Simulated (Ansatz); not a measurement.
# Ta: the cost of one run

Method: DFT PBE, scalar-relativistic, plane waves, PAW, in Ansatz 0.2.0.

### Step 1. The starting structure

Symmetry: Im-3m, No. 229, cubic system. The conventional cell has a = 3.303 Å, b = 3.303 Å, c = 3.303 Å, α = 90.00°, β = 90.00°, γ = 90.00°. Around Ta (site symmetry m-3m) lie 8 Ta at 2.86 Å.

Coordinates:

```cif
data_structure
_symmetry_space_group_name_H-M 'Im-3m'
_symmetry_Int_Tables_number 229
_cell_length_a 3.3026
_cell_length_b 3.3026
_cell_length_c 3.3026
_cell_angle_alpha 90.000
_cell_angle_beta 90.000
_cell_angle_gamma 90.000
_cell_volume 36.02
loop_
_atom_site_label
_atom_site_type_symbol
_atom_site_symmetry_multiplicity
_atom_site_Wyckoff_symbol
_atom_site_fract_x
_atom_site_fract_y
_atom_site_fract_z
_atom_site_occupancy
Ta1 Ta 2 a 0.00000 0.00000 0.00000 1
```

The cell is taken as given, not relaxed at this level.

### Step 2. The reference cell

The reference gives a free energy of -9932.2559 eV, pressure 3.14 GPa, largest force 0.000 eV/Å and gap on the mesh none (metal). It was computed beforehand with the settings of the runs below.

### Step 3. The scan: energy and stress against strain

The cell is strained by ε times the Voigt pattern (0, 0, 1, 0, 0, 0) (xx, yy, zz, yz, xz, xy; engineering shear), with fractional coordinates fixed (clamped ions). The stress on the pattern is the sum of the stress components weighted by it, tension positive.

### Step 4. ε = -0.1500

Input file input.yaml:

```yaml
crystal:
  lattice:
    - [-1.65128, 1.65128, 1.403588]
    - [1.65128, -1.65128, 1.403588]
    - [1.65128, 1.65128, -1.403588]
  atoms:
    - { symbol: Ta, position: [0.0, 0.0, 0.0] }
basis:
  ecutwfc: 420
kpoints:
  mp_grid: { grid: [20, 20, 20] }
hamiltonian:
  xc: pbe
scf:
  occupations: { method: gaussian, width: 0.15 }
output:
  forces: true
  stress: true
  eigenvalues: true
```

Command:

```sh
> ansatz run input.yaml --threads 1 --pin off --max-ram 2560MiB --backend cpu --events-out ev --progress --plain --runs-dir out
```

What time and memory should one allow on 1 thread of Arm Neoverse V2, shared host?

About 4.3 s, with a peak of 0.37 GiB.
